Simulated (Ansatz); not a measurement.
**Calculated Zr-91 NMR of the central transition for Zr₃N₄**

Cell: a Materials Project structure (computed, not necessarily an observed phase).

```cif
data_structure
_symmetry_space_group_name_H-M 'P 1'
_symmetry_Int_Tables_number 1
_cell_length_a 5.8675
_cell_length_b 5.8675
_cell_length_c 5.8675
_cell_angle_alpha 109.471
_cell_angle_beta 109.471
_cell_angle_gamma 109.471
_cell_volume 155.50
loop_
_atom_site_label
_atom_site_type_symbol
_atom_site_fract_x
_atom_site_fract_y
_atom_site_fract_z
_atom_site_occupancy
Zr1 Zr 0.87500 0.12500 0.75000 1
Zr2 Zr 0.37500 0.25000 0.62500 1
Zr3 Zr 0.12500 0.75000 0.87500 1
Zr4 Zr 0.75000 0.87500 0.12500 1
Zr5 Zr 0.25000 0.62500 0.37500 1
Zr6 Zr 0.62500 0.37500 0.25000 1
N7 N 0.63033 0.63033 0.63033 1
N8 N 0.50000 0.00000 0.36967 1
N9 N 0.00000 0.36967 0.50000 1
N10 N 0.36967 0.50000 0.00000 1
N11 N 0.00000 0.86967 0.50000 1
N12 N 0.86967 0.50000 0.00000 1
N13 N 0.13033 0.13033 0.13033 1
N14 N 0.50000 0.00000 0.86967 1
```

Sites (sets of like atoms) are named by element and the number of their first atom in this list.

Computed with Ansatz: DFT, PBE, plane waves and PAW (field gradients read without the response of the frozen cores, which leaves them typically 4 to 6 % off), scalar-relativistic, 420 eV cutoff, Γ-centred 6×6×6 k-points, Fermi–Dirac smearing 0.02 eV.

Zr-91 has I = 5/2 and Q = -176.0 mb (Pyykkö 2018); at 18.8 T its Larmor frequency is ν₀ = 74.7 MHz. Only the quadrupole interaction is simulated: positions count from each site's isotropic chemical shift, and shift anisotropy, dipolar and J coupling are left out.

Simulated pattern of one Zr site (static powder, Gaussian broadening 40 kHz):

| offset (kHz) | height |
| --- | --- |
| -789.9 | 1 |
| -735.0 | 85 |
| -680.1 | 100 |
| -625.3 | 63 |
| -570.4 | 51 |
| -515.5 | 44 |
| -460.7 | 40 |
| -405.8 | 38 |
| -351.0 | 36 |
| -296.1 | 35 |
| -241.2 | 33 |
| -186.4 | 33 |
| -131.5 | 33 |
| -76.6 | 32 |
| -21.8 | 32 |
| 33.1 | 26 |
| 88.0 | 27 |
| 142.8 | 29 |
| 197.7 | 31 |
| 252.6 | 36 |
| 307.4 | 44 |
| 362.3 | 71 |
| 417.2 | 60 |
| 472.0 | 1 |

(1) Which |C_Q| and η does the pattern imply?

Results:

(1) The pattern spans 1135 kHz before broadening and its centre of gravity is at -218 kHz, which fixes P_Q; the places of the horns and steps fix η. That gives P_Q = 52.1 MHz, |C_Q| = 52.1 MHz and η = 0.00. The sign of C_Q can't be read from the pattern.

An axis of threefold or higher order runs through Zr, so V_zz lies along it and η is zero.

Without spin–orbit coupling (the program notes it for Zr) the gradients can shift somewhat, as the gap is small.
